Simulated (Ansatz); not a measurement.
# GaN (F-43m) in Ansatz: a series of runs

Runs on GaN. Level: HISS. Tasks: band structure, single point, equation of state.

Everything below comes from runs of Ansatz 0.2.0. Logs are shortened: lines on timing, memory, paths and dates and some standing lists are left out, and cuts for length are marked.

**The experiment to reproduce.**

From a printed reference work, textbook, for a bulk crystal of GaN at 0 K: band gap 3.299 eV (direct).

The results are compared with them further down.

**1. The crystal as given**

The structure is cubic, space group F-43m (No. 216). Conventional cell: a = 4.507 Å, b = 4.507 Å, c = 4.507 Å, α = 90.00°, β = 90.00°, γ = 90.00°. Ga (site symmetry -43m) has 4 N at 1.95 Å as nearest neighbours. N (site symmetry -43m) has 4 Ga at 1.95 Å as nearest neighbours.

The cell is a database's computed one.

**2. Band structure, HISS**

The input, input.yaml:

```yaml
crystal:
  lattice:
    - [0.0, 2.2535006075, 2.2535006075]
    - [2.2535006075, 0.0, 2.2535006075]
    - [2.2535006075, 2.2535006075, 0.0]
  atoms:
    - { symbol: Ga, position: [0.0, 0.0, 0.0] }
    - { symbol: "N", position: [0.25, 0.25, 0.25] }
hamiltonian:
  xc: hiss
  pseudopotentials: { kind: paw }
kpoints:
  mp_grid: { grid: [6, 6, 6] }
  band_path:
    path:
      - [[0.0, 0.0, 0.0], [0.5, 0.0, 0.5], [0.5, 0.25, 0.75], [0.375, 0.375, 0.75], [0.0, 0.0, 0.0], [0.5, 0.5, 0.5], [0.625, 0.25, 0.625], [0.5, 0.25, 0.75], [0.5, 0.5, 0.5], [0.375, 0.375, 0.75]]
      - [[0.625, 0.25, 0.625], [0.5, 0.0, 0.5]]
    npoints: 4
scf:
  occupations: { method: fermi_dirac, width: 0.05 }
  exx: { singularity: none }
  n_extra_bands: 6
output:
  forces: true
  stress: true
  eigenvalues: true
  fatbands: false
```

Potentials or basis: Ansatz PAW.

Launch:

```bash
ansatz run input.yaml --threads 2 --pin off --max-ram 5632MiB --backend cpu --events-out ev --progress --plain --runs-dir out
```

The program printed:

```text
Warning: output.stress: scf.convergence.dr2_threshold = 1e-7 eV (the SCF's general default) is looser than the 2e-10 eV advised for a printed stress (1e-10 eV for each atom of the cell: 2). What an SCF threshold leaves in a stress goes as its square root, and in the free energy as the threshold itself, and one threshold admits the most on a small cell: of the crystals measured, under no hybrid functional and no lock of the moments, on runs that ended without the residual-converged pass, on stresses that held no estimate of that error, the worst erred by over 100 MPa in a component at 1e-7 eV an atom and by under 5 at 1e-10. Set scf.convergence.dr2_threshold to 2e-10 eV or tighter. The threshold is an SCF's pass mark: one that does not reach it within its budget of iterations ends unconverged, or closes short of it on a stop that the run arms, and scf.convergence.dr2_threshold's page says what that costs each kind of run
Warning: output.stress: scf.exx.energy_threshold = 1e-6 eV is looser than the 2e-8 eV advised for a stress under a hybrid functional (1e-8 eV for each atom of the cell: 2). Every SCF of the exchange loop can meet its threshold on dr2 while the loop round them stops early: no threshold on dr2 bounds what that leaves in the stress. Set scf.exx.energy_threshold to 2e-8 eV or tighter. The threshold is the loop's pass mark: a loop that does not reach it within its budget of cycles ends unconverged, and scf.exx.energy_threshold's page has the law
Warning: RAYON_NUM_THREADS=2 ignored (pool sized by the plan → 2); use --threads N
scf.n_extra_bands = 6 over 9 filled bands (N_el = 18.0): the run solves 15 bands
Engine: ansatz 0.2.0, x86_64-unknown-linux-gnu
Pseudopotentials: kind: paw
Pseudopotential: Ga, paw, valence charge 13, recommended cutoff 420 eV (normal), Ga.paw.azcp
Pseudopotential: N, paw, valence charge 5, recommended cutoff 420 eV (normal), N.paw.azcp
Functional definition: HISS
  parameter a = 0.6
  parameter omega_sr = 0.84/bohr
  parameter omega_lr = 0.20/bohr
  exchange = wpbe_x - a*(pbe_x_sr(omega_lr) - pbe_x_sr(omega_sr)) + a*(exact_x_sr(omega_lr) - exact_x_sr(omega_sr))
  correlation = pbe_c
Crystal: 2 atoms, lattice volume = 22.888 Å³
Basis set: ecut = 420 eV, 459 PW (Γ), exchange–correlation on 48×48×48 points (8 copies of the dense FFT grid, shifted against one another)
Bands: 15, of which v1, the nominal top of the filled ones, is band 9 counted from 1 (8 counted from 0)
Symmetry: 24 space group operations
Space group: F-43m (ITA 216), of the structure as read, at distance tolerance 2.8e-5 Å
k-points: 16 of 216 (time reversal used)
Non-local potential: Ga, projectors of the file, l = 0: 2, l = 1: 2, l = 2: 3, l = 3: 1
Non-local potential: N, projectors of the file, l = 0: 2, l = 1: 2, l = 2: 1
PAW form: soft (Blöchl's): semilocal exchange-correlation on the pseudo side does not see the compensation charge
PAW frozen core: Ga, regenerated for the run's functional, and the local potential with it (the file was generated under x = pbe(κ = 0.804, μ = 0.2195149727645171), c = pbe(β = 0.06672455060314922))
PAW frozen core: N, regenerated for the run's functional, and the local potential with it (the file was generated under x = pbe(κ = 0.804, μ = 0.2195149727645171), c = pbe(β = 0.06672455060314922))
PAW one-centre angular grid: Ga, 590 points (default); XC on 64 Gauss nodes
PAW one-centre angular grid: N, 110 points (default); XC on 64 Gauss nodes
Initial density: superposition of atomic densities (neutral atoms: chi_scale 0, normalization atom), corrected by the library's trained network
Initial wavefunctions: pseudopotential atomic-orbital guess
Functional: x = wpbeh, c = pbe(β = 0.06672455060314922), warm-up for x = wpbeh + 0.6 (exact − pbe) at middle range (ω = 1.5873699446856468 to 0.37794522492515403 Å⁻¹), c = pbe(β = 0.06672455060314922)
SCF iter   1: F=—  HF=-4168.172684 eV  |F-HF|=—  |Δ(HF+E_count)|=         —  Δρ=3.08e-3  dr2=1.58e-3  ethr=1.77e-3  ⟨swp⟩=9.1  Hψ=1122  notcnv=0
preconditioner: auto → none  [insulator: Δε(μ)=1.729 eV  Ē_g=21.595 eV  σ=0.050 eV  W_gap=1.00  n_scr=8 (ndim 8)  ℏωp=32.9 eV  f_vac=0.001  D(μ)=0.00/eV (n_scr^D=0)]
SCF iter   2: F=-4168.172182 eV  HF=-4168.172324 eV  |F-HF|=1.43e-4  |Δ(HF+E_count)|=   3.60e-4  Δρ=1.27e-3  dr2=2.35e-4  ethr=8.76e-6  ⟨swp⟩=3.9  Hψ=501  notcnv=0  defer=5
SCF 1 stopped early in 2 iterations: F = -4168.172182 eV  dr2 = 2.35e-4
Initial density: handed on by an earlier stage of this run
Initial wavefunctions: those handed on with the density
Functional: x = wpbeh + 0.6 (exact − pbe) at middle range (ω = 1.5873699446856468 to 0.37794522492515403 Å⁻¹), c = pbe(β = 0.06672455060314922)
Exchange kernel: α = 0.0000 at short range, 0.6000 at middle range (ω = 1.5874, 0.3779 Å⁻¹), several ranges, finite q→0 limit: no correction, no radius, q-mesh 6×6×6, nearest image of the exchange supercell L = 19.12 Å, pair-density grid 15×15×15, without the augmentation charges, whose exchange is taken in its separable form by FFT convolution over the k-point mesh (sized by the pseudopotential files, 18×18×18 at the most), smooth part of the exact exchange by density-matrix convolution
Frozen-core exchange: fock
SCF iter   1: F=—  HF=-4169.979826 eV  |F-HF|=—  |Δ(HF+E_count)|=         —  Δρ=1.82e-2  dr2=4.27e-2  ethr=1.31e-5  ⟨swp⟩=5.7  Hψ=1031  notcnv=0
preconditioner: auto → none  [insulator: Δε(μ)=3.710 eV  Ē_g=25.997 eV  σ=0.050 eV  W_gap=1.00  n_scr=8 (ndim 8)  ℏωp=32.9 eV  f_vac=0.002  D(μ)=0.00/eV (n_scr^D=0)]
SCF iter   2: F=—  HF=-4169.962397 eV  |F-HF|=—  |Δ(HF+E_count)|=   1.74e-2  Δρ=6.18e-3  dr2=6.41e-3  ethr=1.31e-5  ⟨swp⟩=4.0  Hψ=731  notcnv=0
SCF iter   3: F=—  HF=-4169.980563 eV  |F-HF|=—  |Δ(HF+E_count)|=   1.82e-2  Δρ=4.93e-3  dr2=3.13e-3  ethr=1.31e-5  ⟨swp⟩=3.8  Hψ=602  notcnv=0  defer=1
iter 4 solved again at ethr=1.14e-6 eV; its pass at ethr=1.31e-5 eV (dr2=2.06e-4 eV) is discarded
SCF iter   4: F=—  HF=-4169.979838 eV  |F-HF|=—  |Δ(HF+E_count)|=   7.25e-4  Δρ=1.64e-3  dr2=3.19e-4  ethr=1.14e-6  ⟨swp⟩=2.1  Hψ=773  notcnv=0
SCF iter   5: F=—  HF=-4169.980358 eV  |F-HF|=—  |Δ(HF+E_count)|=   5.20e-4  Δρ=1.02e-3  dr2=2.72e-4  ethr=1.12e-6  ⟨swp⟩=3.1  Hψ=439  notcnv=0  defer=2
SCF iter   6: F=-4169.980268 eV  HF=-4169.980289 eV  |F-HF|=2.01e-5  |Δ(HF+E_count)|=   6.97e-5  Δρ=2.59e-4  dr2=2.11e-5  ethr=1.12e-6  ⟨swp⟩=3.1  Hψ=435  notcnv=0  defer=1
SCF 2 stopped early in 6 iterations: F = -4169.980268 eV  dr2 = 2.11e-5
hybrid outer 1: dexx = +2.137e-2 eV, tail = 1.24e-4 eV
Exchange kernel: α = 0.0000 at short range, 0.6000 at middle range (ω = 1.5874, 0.3779 Å⁻¹), several ranges, finite q→0 limit: no correction, no radius, q-mesh 6×6×6, nearest image of the exchange supercell L = 19.12 Å, pair-density grid 15×15×15, without the augmentation charges, whose exchange is taken in its separable form by FFT convolution over the k-point mesh (sized by the pseudopotential files, 18×18×18 at the most), smooth part of the exact exchange by density-matrix convolution
Frozen-core exchange: fock
SCF iter   1: F=—  HF=-4169.980090 eV  |F-HF|=—  |Δ(HF+E_count)|=         —  Δρ=5.37e-5  dr2=9.83e-7  ethr=3.45e-6  ⟨swp⟩=4.2  Hψ=592  notcnv=0
preconditioner: auto → none  [insulator: Δε(μ)=3.805 eV  Ē_g=25.889 eV  σ=0.050 eV  W_gap=1.00  n_scr=8 (ndim 8)  ℏωp=32.9 eV  f_vac=0.002  D(μ)=0.00/eV (n_scr^D=0)]
SCF iter   2: F=—  HF=-4169.980093 eV  |F-HF|=—  |Δ(HF+E_count)|=   2.63e-6  Δρ=4.02e-5  dr2=3.79e-7  ethr=3.46e-9  ⟨swp⟩=4.2  Hψ=645  notcnv=0  defer=2
SCF iter   3: F=—  HF=-4169.980092 eV  |F-HF|=—  |Δ(HF+E_count)|=   1.04e-7  Δρ=8.91e-6  dr2=2.35e-8  ethr=1.76e-9  ⟨swp⟩=3.2  Hψ=434  notcnv=0  defer=2
SCF iter   4: F=—  HF=-4169.980093 eV  |F-HF|=—  |Δ(HF+E_count)|=   9.06e-8  Δρ=9.70e-6  dr2=2.43e-8  ethr=3.55e-11  ⟨swp⟩=4.2  Hψ=666  notcnv=0  defer=3
SCF iter   5: F=-4169.980093 eV  HF=-4169.980093 eV  |F-HF|=7.28e-12  |Δ(HF+E_count)|=   7.73e-9  Δρ=4.16e-7  dr2=2.55e-10  ethr=3.55e-11  ⟨swp⟩=3.4  Hψ=467  notcnv=0  defer=2
SCF 3 converged in 5 iterations: F = -4169.980093 eV  dr2 = 2.55e-10
  Residual-converged pass: ⟨swp⟩=3.0  Hψ=459  notcnv=0  max |occ|·‖R‖ = 2.3e-6 eV (tolerance 2.4e-6 eV)  dr2=2.55e-10  dr2_onsite=6.77e-12  max |Δocc| = 2.5e-26
hybrid outer 2: dexx = +2.157e-6 eV, tail = 3.79e-8 eV, Δε = 8.26e-3 eV (about 2.12e-4 eV left of the loop's levels)
NSCF: frozen V_eff on 42 k-points
hybrid SCF converged: 2 outer / 11 inner (+2 warm-up), last move |dexx| = 2.16e-6 eV, tail = 3.79e-8 eV
Stability not checked: this state was not tested for a lower state beside it, because the functional holds exact exchange (a hybrid, or Hartree-Fock), whose exchange loop this test does not read (fock_operator; see scf.lower_state_search)
Free energy (F): -4169.980093 eV
Frozen-core exchange: fock
Harris-Foulkes:  -4169.980093 eV  (|F-HF|=7.28e-12)
Internal energy: -4169.980093 eV  (E = F + TS)
E sigma→0 (E₀):  -4169.980093 eV
Fermi energy:    10.303833 eV
--- Per-component energies (eV) ---
  E_band       = -61.675218
  E_kinetic    = 247.303727
  E_local      = -1953.677791  (includes V_loc(G=0)·N_el)
  E_nonlocal   = 472.209588
  E_hartree    = 901.912143
  E_xc         = -95.811672
  E_vxc        = -101.314644  (∫ρ·V_xc dr)
  E_exx        = -65.061420  (= α·E_x^exact, valence–valence)
  E_paw        = -2091.858623  (= ΣΔE_a)
  E_vpaw       = -399.897600  (= ΣTr[D̂ρ^β])
  E_aug_tail   = 0.000138  (compensation charges beyond the density's cutoff)
  E_ewald      = -1587.434954
  E_core_change = 2.438771  (= ΣΔE_core)
  E_smearing   = -0.000000  (= −TS)
  E_closure    = -0.000000  (closes the sum)
  Σ components = -4169.980093   (vs F -4169.980093, Δ=-9.09e-13)
--- Forces (eV/Å), atoms counted from 1 ---
  atom   1  Ga     0.00000000    -0.00000000     0.00000000
  atom   2  N     -0.00000000    -0.00000000     0.00000000
  max |Σ_I F_I| component: 4.39e-17 eV/Å
--- Stress (GPa, compression-positive) ---
       -5.588487       0.000000      -0.000000
       -0.000000      -5.588487       0.000000
       -0.000000       0.000000      -5.588487
  P = ⅓ Tr σ = -5.5885 GPa (-55.885 kbar)
--- Band table (eV; the first three rows and the last of 16) ---
  k-point 0: bands = ["-10.1415", "-7.7611", "-7.7611", "-7.7611", "-7.4200", "-7.4200", "8.3725", "8.3725", "8.3725", "12.1797", "21.0693", "21.0693", "21.0693", "28.6573", "29.7365"]
  k-point 1: bands = ["-9.8339", "-7.7261", "-7.7261", "-7.5886", "-7.4217", "-7.4217", "5.9862", "8.0657", "8.0657", "13.7724", "20.0216", "21.4828", "21.4828", "27.5829", "27.6498"]
  k-point 2: bands = ["-9.3797", "-7.6779", "-7.6779", "-7.4014", "-7.4014", "-6.7427", "2.4057", "7.5172", "7.5172", "15.0616", "19.4818", "21.3961", "21.3961", "26.4741", "28.6219"]
  k-point 15: bands = ["-9.1085", "-7.6074", "-7.5502", "-7.4394", "-7.3832", "-5.0671", "1.8806", "4.4813", "4.5847", "15.5456", "18.8271", "22.2095", "22.4145", "26.2094", "31.7139"]
```

Run time: 1.7 min. Hardware: 2 threads of Intel Xeon Platinum 8488C (Sapphire Rapids), shared host; peak memory 1 GiB.

Results:

| Item | Value |
| --- | --- |
| Free energy | -4169.9801 eV |
| Pressure | -5.6 GPa |
| Band gap on the k mesh | 3.81 eV, direct |
| Band gap along the path | 3.81 eV, direct |

Levels at the corners of the path, in eV from the valence-band top:
| point | band 7 | band 8 | band 9 | band 10 | band 11 | band 12 |
| --- | --- | --- | --- | --- | --- | --- |
| Γ | 0.00 | 0.00 | 0.00 | 3.81 | 12.70 | 12.70 |
| X | -6.87 | -3.07 | -3.07 | 5.08 | 8.86 | 14.53 |
| W | -6.31 | -4.20 | -4.00 | 8.18 | 11.19 | 12.82 |
| K | -6.52 | -4.76 | -2.47 | 6.88 | 10.41 | 13.72 |
| Γ | 0.00 | 0.00 | 0.00 | 3.81 | 12.70 | 12.70 |
| L | -7.88 | -1.10 | -1.10 | 6.86 | 11.26 | 12.68 |
| U | -6.52 | -4.76 | -2.47 | 6.88 | 10.41 | 13.72 |
| W | -6.31 | -4.20 | -4.00 | 8.18 | 11.19 | 12.82 |
| L | -7.88 | -1.10 | -1.10 | 6.86 | 11.26 | 12.68 |
| K | -6.52 | -4.76 | -2.47 | 6.88 | 10.41 | 13.72 |
| U | -6.52 | -4.76 | -2.47 | 6.88 | 10.41 | 13.72 |
| X | -6.87 | -3.07 | -3.07 | 5.08 | 8.86 | 14.53 |

Caveat: the pressure holds a Pulay correction of +0.5 GPa for the finite cutoff; the PAW data sets come from PBE, with cores solved anew for the run's functional, which leaves a small shift of forces and pressure; the thresholds are loose for stress.

**3. Single point, HISS, 10.76 Å³/atom (volume scaled by 0.94)**

The input, input.yaml:

```yaml
crystal:
  lattice:
    - [0.0, 2.2074978911, 2.2074978911]
    - [2.2074978911, 0.0, 2.2074978911]
    - [2.2074978911, 2.2074978911, 0.0]
  atoms:
    - { symbol: Ga, position: [0.0, 0.0, 0.0] }
    - { symbol: "N", position: [0.25, 0.25, 0.25] }
hamiltonian:
  xc: hiss
  pseudopotentials: { kind: paw }
kpoints:
  mp_grid: { grid: [5, 5, 5] }
scf:
  occupations: { method: fermi_dirac, width: 0.05 }
  exx: { singularity: none }
output:
  forces: true
  stress: true
  eigenvalues: true
```

Potentials or basis: Ansatz PAW.

Launch:

```bash
ansatz run input.yaml --threads 2 --pin off --max-ram 5632MiB --backend cpu --events-out ev --progress --plain --runs-dir out
```

The program printed:

```text
Warning: output.stress: scf.convergence.dr2_threshold = 1e-7 eV (the SCF's general default) is looser than the 2e-10 eV advised for a printed stress (1e-10 eV for each atom of the cell: 2). What an SCF threshold leaves in a stress goes as its square root, and in the free energy as the threshold itself, and one threshold admits the most on a small cell: of the crystals measured, under no hybrid functional and no lock of the moments, on runs that ended without the residual-converged pass, on stresses that held no estimate of that error, the worst erred by over 100 MPa in a component at 1e-7 eV an atom and by under 5 at 1e-10. Set scf.convergence.dr2_threshold to 2e-10 eV or tighter. The threshold is an SCF's pass mark: one that does not reach it within its budget of iterations ends unconverged, or closes short of it on a stop that the run arms, and scf.convergence.dr2_threshold's page says what that costs each kind of run
Warning: output.stress: scf.exx.energy_threshold = 1e-6 eV is looser than the 2e-8 eV advised for a stress under a hybrid functional (1e-8 eV for each atom of the cell: 2). Every SCF of the exchange loop can meet its threshold on dr2 while the loop round them stops early: no threshold on dr2 bounds what that leaves in the stress. Set scf.exx.energy_threshold to 2e-8 eV or tighter. The threshold is the loop's pass mark: a loop that does not reach it within its budget of cycles ends unconverged, and scf.exx.energy_threshold's page has the law
Warning: RAYON_NUM_THREADS=2 ignored (pool sized by the plan → 2); use --threads N
[... 10 set-up lines as earlier in the session ...]
Crystal: 2 atoms, lattice volume = 21.514 Å³
Basis set: ecut = 420 eV, 411 PW (Γ), exchange–correlation on 48×48×48 points (8 copies of the dense FFT grid, shifted against one another)
Bands: 13, of which v1, the nominal top of the filled ones, is band 9 counted from 1 (8 counted from 0)
[... 2 set-up lines as earlier in the session ...]
k-points: 10 of 125 (time reversal used)
[... 10 set-up lines as earlier in the session ...]
[... 30 lines left out ...]
  Residual-converged pass: ⟨swp⟩=3.0  Hψ=305  notcnv=0  max |occ|·‖R‖ = 2.4e-6 eV (tolerance 2.4e-6 eV)  dr2=6.69e-9  dr2_onsite=1.50e-9  max |Δocc| = 0.0e0
hybrid outer 2: dexx = +9.885e-7 eV, tail = 5.52e-8 eV, Δε = 5.64e-3 eV (about 2.29e-4 eV left of the loop's levels)
hybrid SCF converged: 2 outer / 11 inner (+2 warm-up), last move |dexx| = 9.88e-7 eV, tail = 5.52e-8 eV
Stability not checked: this state was not tested for a lower state beside it, because the functional holds exact exchange (a hybrid, or Hartree-Fock), whose exchange loop this test does not read (fock_operator; see scf.lower_state_search)
Free energy (F): -4169.964395 eV
Frozen-core exchange: fock
Harris-Foulkes:  -4169.964395 eV  (|F-HF|=4.85e-10)
Internal energy: -4169.964395 eV  (E = F + TS)
E sigma→0 (E₀):  -4169.964395 eV
Fermi energy:    11.493503 eV
--- Per-component energies (eV) ---
  E_band       = -46.399955
  E_kinetic    = 250.107655
  E_local      = -1905.095403  (includes V_loc(G=0)·N_el)
  E_nonlocal   = 472.402900
  E_hartree    = 884.250597
  E_xc         = -96.609615
  E_vxc        = -102.418202  (∫ρ·V_xc dr)
  E_exx        = -65.380872  (= α·E_x^exact, valence–valence)
  E_paw        = -2091.562452  (= ΣΔE_a)
  E_vpaw       = -399.136250  (= ΣTr[D̂ρ^β])
  E_aug_tail   = 0.000018  (compensation charges beyond the density's cutoff)
  E_ewald      = -1620.515991
  E_core_change = 2.438771  (= ΣΔE_core)
  E_smearing   = -0.000000  (= −TS)
  E_closure    = -0.000002  (closes the sum)
  Σ components = -4169.964395   (vs F -4169.964395, Δ=0.00e0)
--- Forces (eV/Å), atoms counted from 1 ---
  atom   1  Ga     0.00000000    -0.00000000     0.00000000
  atom   2  N     -0.00000000     0.00000000     0.00000000
  max |Σ_I F_I| component: 3.70e-17 eV/Å
--- Stress (GPa, compression-positive) ---
        8.129588       0.000000      -0.000000
       -0.000000       8.129588       0.000000
       -0.000000       0.000000       8.129588
  P = ⅓ Tr σ = 8.1296 GPa (81.296 kbar)
--- Band table (eV; the first three rows and the last of 10) ---
  k-point 0: bands = ["-9.7723", "-6.8410", "-6.8410", "-6.8410", "-6.4319", "-6.4319", "9.3128", "9.3128", "9.3128", "13.6193", "22.4678", "22.4678", "22.4678"]
  k-point 1: bands = ["-9.2824", "-6.7853", "-6.7853", "-6.5965", "-6.4329", "-6.4329", "6.1202", "8.8625", "8.8625", "15.5601", "21.1827", "22.9805", "22.9805"]
  k-point 2: bands = ["-8.6945", "-6.7331", "-6.7331", "-6.3929", "-6.3929", "-5.3370", "1.8374", "8.2238", "8.2238", "16.6430", "20.8854", "22.5337", "22.5337"]
  k-point 9: bands = ["-8.4605", "-6.6623", "-6.6241", "-6.4703", "-6.4029", "-4.3612", "2.6929", "4.8443", "6.1635", "17.5926", "20.6137", "21.6943", "24.6879"]
```

Run time: 8.7 s. Hardware: 2 threads of Intel Xeon Platinum 8488C (Sapphire Rapids), shared host; peak memory 0.75 GiB.

What came out:

| Quantity | Value |
| --- | --- |
| Free energy | -4169.9644 eV |
| Pressure | 8.1 GPa |
| Band gap on the k mesh | 4.31 eV, direct |

Caveat: the k mesh is coarse (spacing up to 0.49 Å⁻¹), so the values aren't converged, least of all with exact exchange; odd divisions of the mesh miss points on the zone boundary, where band edges often lie, so the gap on the mesh can be too wide; the pressure holds a Pulay correction of +0.5 GPa for the finite cutoff; the PAW data sets come from PBE, with cores solved anew for the run's functional, which leaves a small shift of forces and pressure; the thresholds are loose for stress.

**4. Single point, HISS, 10.99 Å³/atom (volume scaled by 0.96)**

Changes to input.yaml since step 3:

```diff
@@ -2,5 +2,5 @@
   lattice:
-    - [0.0, 2.2074978911, 2.2074978911]
-    - [2.2074978911, 0.0, 2.2074978911]
-    - [2.2074978911, 2.2074978911, 0.0]
+    - [0.0, 2.2230441631, 2.2230441631]
+    - [2.2230441631, 0.0, 2.2230441631]
+    - [2.2230441631, 2.2230441631, 0.0]
   atoms:
```

Launch:

```bash
ansatz run input.yaml --threads 2 --pin off --max-ram 5632MiB --backend cpu --events-out ev --progress --plain --runs-dir out
```

It took 9.2 s on 2 threads of Intel Xeon Platinum 8488C (Sapphire Rapids), shared host; peak memory 0.78 GiB.

It converged, with:

| Property | Result |
| --- | --- |
| Free energy | -4169.9807 eV |
| Pressure | 3.1 GPa |
| Band gap on the k mesh | 4.14 eV, direct |

Caveat: the k mesh is coarse (spacing up to 0.49 Å⁻¹), so the values aren't converged, least of all with exact exchange; odd divisions of the mesh miss points on the zone boundary, where band edges often lie, so the gap on the mesh can be too wide; the pressure holds a Pulay correction of +0.5 GPa for the finite cutoff; the PAW data sets come from PBE, with cores solved anew for the run's functional, which leaves a small shift of forces and pressure; the thresholds are loose for stress.

(Part 1 of 2 ends here.)
